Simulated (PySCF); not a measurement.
MgO, 2 atoms in the cell. The structure is cubic, space group Fm-3m (No. 225). Conventional cell: a = 4.194 Å, b = 4.194 Å, c = 4.194 Å, α = 90.00°, β = 90.00°, γ = 90.00°. Mg (site symmetry m-3m) is surrounded by 6 O at 2.10 Å. Around O (site symmetry m-3m) lie 6 Mg at 2.10 Å. The cell is a database's computed one.

```yaml
Program: PySCF 2.14.0
Task: atomic charges
Functional: PBE0
Potentials_or_basis: pob-tzvp-rev2 (all-electron)
k_mesh: 2 × 2 × 2
Occupations: fixed
Spin: no spin polarisation
Exponents_discarded_below_exp_to_discard: 0.1 1/bohr^2
conv_tol: 1e-07 Ha
max_cycle: 60
exxdiv: ewald
Relativity: none
Coulomb_method: Gaussian density fitting (GDF)
Three-centre_integrals: read from an earlier run's file
```

Potentials or basis: pob-tzvp-rev2 (all-electron).

Launch:

```sh
$ OMP_NUM_THREADS=4 python -u run.py > log
```

Hardware: 4 threads of Arm Neoverse V2, with other jobs on the host.

Estimate the wall time of this run.

Run time: 8.2 s on 4 threads of Arm Neoverse V2, on a shared host, peak memory 0.8 GiB. Counts: scf iterations 6, basis 37, k points 8.
